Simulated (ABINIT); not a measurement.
# Cu (Fm-3m) in ABINIT: single point with LDA

Aim: the single point of Cu with LDA.

Program: ABINIT 10.8.3 (patched build). These are calculated values, not measurements. Logs are shortened: lines on timing, memory, paths and dates and some standing lists are left out, and cuts for length are marked. The log counts tension as positive stress, the text compression.

### 1 The structure

It takes space group Fm-3m (No. 225, cubic). Conventional cell: a = 3.615 Å, b = 3.615 Å, c = 3.615 Å, α = 90.00°, β = 90.00°, γ = 90.00°. Around Cu (site symmetry m-3m) lie 12 Cu at 2.56 Å.

### 2 Single point, LDA

Contents of run.abi:

```
# Pseudopotentials
pp_dirpath "./"
pseudos "Cu.upf"

# Structure
acell 3*1.0
rprim
     0.0000000000     3.4156799703     3.4156799703
     3.4156799703     0.0000000000     3.4156799703
     3.4156799703     3.4156799703     0.0000000000
ntypat 1
znucl 29
natom 1
typat 1
xred
     0.0000000000     0.0000000000     0.0000000000

# Plane-wave basis
ecut 46.0

# k points
kptopt 1
ngkpt 10 10 10
nshiftk 1
shiftk 0.0 0.0 0.0

# Exchange and correlation
ixc 7

# Bands and occupations
nband 14
occopt 3
tsmear 0.05 eV

# SCF cycle
nstep 100
tolvrs 1.0e-10

# Output
iomode 3
prtwf 0
prtden 0
prteig 0
prtebands 0
```

Potentials or basis: PseudoDojo NC SR LDA v0.4.1 standard.

Started as:

```
> mpirun --bind-to none -np 4 abinit run.abi > log 2>&1
```

run.abo:

```text
.Version 10.8.3 of ABINIT
 Symmetries : space group Fm -3 m (#225); Bravais cF (face-center cubic)
================================================================================
 Values of the parameters that define the memory need of the present run
     intxc =       0    ionmov =       0      iscf =       7    lmnmax =       6
     lnmax =       6     mgfft =      30  mpssoang =       3    mqgrid =    3001
     natom =       1  nloc_mem =       1    nspden =       1   nspinor =       1
    nsppol =       1      nsym =      48    n1xccc =    2501    ntypat =       1
    occopt =       3   xclevel =       1
       mpw =        1209          nfft =       27000          nkpt =          47
================================================================================
================================================================================

--------------------------------------------------------------------------------
------------- Echo of variables that govern the present computation ------------
--------------------------------------------------------------------------------
 -outvars: echo values of preprocessed input variables --------
            acell      1.0000000000E+00  1.0000000000E+00  1.0000000000E+00 Bohr
              amu      6.35460000E+01
             ecut      4.60000000E+01 Hartree
              ixc           7
         kptrlatt       10    0    0      0   10    0      0    0   10
          kptrlen      4.83050094E+01
            natom           1
            nband          14
            ngfft          30      30      30
             nkpt          47
            nstep         100
             nsym          48
           ntypat           1
           occopt           3
           prtden           0
        prtebands           0
           prteig           0
            prtwf           0
            rprim      0.0000000000E+00  3.4156799703E+00  3.4156799703E+00
                       3.4156799703E+00  0.0000000000E+00  3.4156799703E+00
                       3.4156799703E+00  3.4156799703E+00  0.0000000000E+00
          spgroup         225
           tolvrs      1.00000000E-10
           tsmear      1.83746611E-03 Hartree
            typat      1
            znucl       29.00000

================================================================================

 chkinp: Checking input parameters for consistency.

================================================================================
== DATASET  1 ==================================================================

--- !DatasetInfo
iteration_state: {dtset: 1, }
dimensions: {natom: 1, nkpt: 47, mband: 14, nsppol: 1, nspinor: 1, nspden: 1, mpw: 1209, }
cutoff_energies: {ecut:  46.0, pawecutdg:  -1.0, }
electrons: {nelect:   1.90000000E+01, charge:   0.00000000E+00, occopt:   3.00000000E+00, tsmear:   1.83746611E-03, }
meta: {optdriver: 0, ionmov: 0, optcell: 0, iscf: 7, paral_kgb: 0, }
...

 Exchange-correlation functional for the present dataset will be:
  LDA: Perdew-Wang 92 LSD fit to Ceperley-Alder data - ixc=7
  J.P.Perdew and Y.Wang, PRB 45, 13244 (1992)

 Real(R)+Recip(G) space primitive vectors, cartesian coordinates (Bohr,Bohr^-1):
 R(1)=  0.0000000  3.4156800  3.4156800  G(1)= -0.1463837  0.1463837  0.1463837
 R(2)=  3.4156800  0.0000000  3.4156800  G(2)=  0.1463837 -0.1463837  0.1463837
 R(3)=  3.4156800  3.4156800  0.0000000  G(3)=  0.1463837  0.1463837 -0.1463837
 Unit cell volume ucvol=  7.9700586E+01 bohr^3
 Angles (23,13,12)=  6.00000000E+01  6.00000000E+01  6.00000000E+01 degrees

 getcut: wavevector=  0.0000  0.0000  0.0000  ngfft=  30  30  30
         ecut(hartree)=     46.000   => boxcut(ratio)=   2.03642

--- Pseudopotential description ------------------------------------------------
- pspini: atom type   1  psp file is ./Cu.upf
12 -1012 2 -1 1456                            pspcod,pspxc,lmax,lloc,mmax
     nproj     2     2     2

   4.13404248E+02                                ecore*ucvol(ha*bohr**3)
--------------------------------------------------------------------------------

================================================================================

--- !BeginCycle
iteration_state: {dtset: 1, }
solver: {iscf: 7, nstep: 100, nline: 4, wfoptalg: 0, }
tolerances: {tolvrs: 1.00E-10, }
...

     iter   Etot(hartree)      deltaE(h)  residm     vres2
 ETOT  1  -189.28774239885    -1.893E+02 2.883E-01 2.514E+02
 ETOT  2  -189.28445644453     3.286E-03 2.125E-01 5.789E+02
 ETOT  3  -189.46032722408    -1.759E-01 7.086E-03 4.329E-01
 ETOT  4  -189.46053764886    -2.104E-04 5.366E-03 7.271E-02
 ETOT  5  -189.46055324038    -1.559E-05 4.037E-04 3.865E-03
 ETOT  6  -189.46055410872    -8.683E-07 8.900E-04 8.767E-06
 ETOT  7  -189.46055411057    -1.847E-09 5.060E-05 3.120E-07
 ETOT  8  -189.46055411063    -6.281E-11 1.059E-04 2.420E-09
 ETOT  9  -189.46055411064    -5.656E-12 6.216E-06 2.644E-11

 At SCF step    9       vres2   =  2.64E-11 < tolvrs=  1.00E-10 =>converged.

 Cartesian components of stress tensor (hartree/bohr^3)
  sigma(1 1)=  4.39442617E-04  sigma(3 2)=  0.00000000E+00
  sigma(2 2)=  4.39442617E-04  sigma(3 1)=  0.00000000E+00
  sigma(3 3)=  4.39442617E-04  sigma(2 1)=  0.00000000E+00

--- !ResultsGS
iteration_state: {dtset: 1, }
comment   : Summary of ground state results
lattice_vectors:
- [  0.0000000,   3.4156800,   3.4156800, ]
- [  3.4156800,   0.0000000,   3.4156800, ]
- [  3.4156800,   3.4156800,   0.0000000, ]
lattice_lengths: [   4.83050,    4.83050,    4.83050, ]
lattice_angles: [ 60.000,  60.000,  60.000, ] # degrees, (23, 13, 12)
lattice_volume:   7.9700586E+01
convergence: {deltae: -5.656E-12, res2:  2.644E-11, residm:  6.216E-06, diffor: null, }
etotal    :  -1.89460554E+02
entropy   :   0.00000000E+00
fermie    :   3.46627313E-01
cartesian_stress_tensor: # hartree/bohr^3
- [  4.39442617E-04,   0.00000000E+00,   0.00000000E+00, ]
- [  0.00000000E+00,   4.39442617E-04,   0.00000000E+00, ]
- [  0.00000000E+00,   0.00000000E+00,   4.39442617E-04, ]
pressure_GPa:  -1.2929E+01
xred      :
- [  0.0000E+00,   0.0000E+00,   0.0000E+00, Cu]
cartesian_forces: # hartree/bohr
- [ -0.00000000E+00,  -0.00000000E+00,  -0.00000000E+00, ]
force_length_stats: {min:   0.00000000E+00, max:   0.00000000E+00, mean:   0.00000000E+00, }
...

 Integrated electronic density in atomic spheres:
 ------------------------------------------------
 Atom  Sphere_radius  Integrated_density
    1        2.00000         17.35577036
================================================================================

 ----iterations are completed or convergence reached----

 Mean square residual over all n,k,spin=   95.126E-10; max=  62.157E-07
 reduced coordinates (array xred) for    1 atoms
       0.000000000000      0.000000000000      0.000000000000
 rms dE/dt=  0.0000E+00; max dE/dt=  0.0000E+00; dE/dt below (all hartree)
    1       0.000000000000      0.000000000000      0.000000000000

 cartesian coordinates (angstrom) at end:
    1      0.00000000000000     0.00000000000000     0.00000000000000

 cartesian forces (hartree/bohr) at end:
    1     -0.00000000000000    -0.00000000000000    -0.00000000000000
 frms,max,avg= 0.0000000E+00 0.0000000E+00   0.000E+00  0.000E+00  0.000E+00 h/b

 cartesian forces (eV/Angstrom) at end:
    1     -0.00000000000000    -0.00000000000000    -0.00000000000000
 frms,max,avg= 0.0000000E+00 0.0000000E+00   0.000E+00  0.000E+00  0.000E+00 e/A
 length scales=  1.000000000000  1.000000000000  1.000000000000 bohr
              =  0.529177210544  0.529177210544  0.529177210544 angstroms
 Fermi (or HOMO) energy (hartree) =   0.34663   Average Vxc (hartree)=  -0.50915
 Eigenvalues (hartree) for nkpt=  47  k points:
 kpt#   1, nband= 14, wtk=  0.00100, kpt=  0.0000  0.0000  0.0000 (reduced coord)
  -3.75737   -2.20601   -2.20601   -2.20601    0.00272    0.23926    0.23926    0.23926
   0.27098    0.27098    1.18542    1.27263    1.27263    1.27263
      occupation numbers for kpt#   1
   2.00000    2.00000    2.00000    2.00000    2.00000    2.00000    2.00000    2.00000
   2.00000    2.00000    0.00000    0.00000    0.00000    0.00000
 prteigrs : prtvol=0 or 1, do not print more k-points.

--- !EnergyTerms
iteration_state     : {dtset: 1, }
comment             : Components of total free energy in Hartree
kinetic             :  8.68136062353165E+01
hartree             :  5.62865925447001E+01
xc                  : -2.30257739589479E+01
Ewald energy        : -1.21142438924813E+02
psp_core            :  5.18696622548416E+00
local_psp           : -1.60024748428696E+02
non_local_psp       : -3.35545793351396E+01
internal            : -1.89460375642095E+02
'-kT*entropy'       : -1.78468542100631E-04
total_energy        : -1.89460554110637E+02
total_energy_eV     : -5.15548431628213E+03
band_energy         : -1.81310381050173E+01
...

 Cartesian components of stress tensor (hartree/bohr^3)
  sigma(1 1)=  4.39442617E-04  sigma(3 2)=  0.00000000E+00
  sigma(2 2)=  4.39442617E-04  sigma(3 1)=  0.00000000E+00
  sigma(3 3)=  4.39442617E-04  sigma(2 1)=  0.00000000E+00

-Cartesian components of stress tensor (GPa)         [Pressure= -1.2929E+01 GPa]
- sigma(1 1)=  1.29288482E+01  sigma(3 2)=  0.00000000E+00
- sigma(2 2)=  1.29288482E+01  sigma(3 1)=  0.00000000E+00
- sigma(3 3)=  1.29288482E+01  sigma(2 1)=  0.00000000E+00

== END DATASET(S) ==============================================================
================================================================================

 -outvars: echo values of variables after computation  --------
            acell      1.0000000000E+00  1.0000000000E+00  1.0000000000E+00 Bohr
           etotal     -1.8946055411E+02
            fcart     -0.0000000000E+00 -0.0000000000E+00 -0.0000000000E+00
            rprim      0.0000000000E+00  3.4156799703E+00  3.4156799703E+00
                       3.4156799703E+00  0.0000000000E+00  3.4156799703E+00
                       3.4156799703E+00  3.4156799703E+00  0.0000000000E+00
           strten      4.3944261731E-04  4.3944261731E-04  4.3944261731E-04
                       0.0000000000E+00  0.0000000000E+00  0.0000000000E+00
 Calculation completed.
```

Wall time 3.7 s (4 MPI ranks of Intel Xeon 6975P-C (Granite Rapids), shared host); peak memory 0.24 GiB.

What came out:

```yaml
Free_energy: -5155.4843 eV
Pressure: -12.9 GPa
Band_gap_on_the_k_mesh: none (metal or under the smearing width)
Valence_electrons_inside_the_program's_atomic_spheres: Cu 17.36 (radii [1.0584] Å)
```

Levels at points of the mesh, in eV from the Fermi level:
```
           k point  band 8  band 9  band 10  band 11  band 12  band 13
(0.00, 0.00, 0.00)   -2.92   -2.06    -2.06    22.82    25.20    25.20
(0.50, 0.00, 0.00)   -1.48   -1.48    -0.96     3.79    21.32    21.93
(0.50, 0.50, 0.00)   -1.34   -1.34     1.50     7.17    13.02    13.02
```
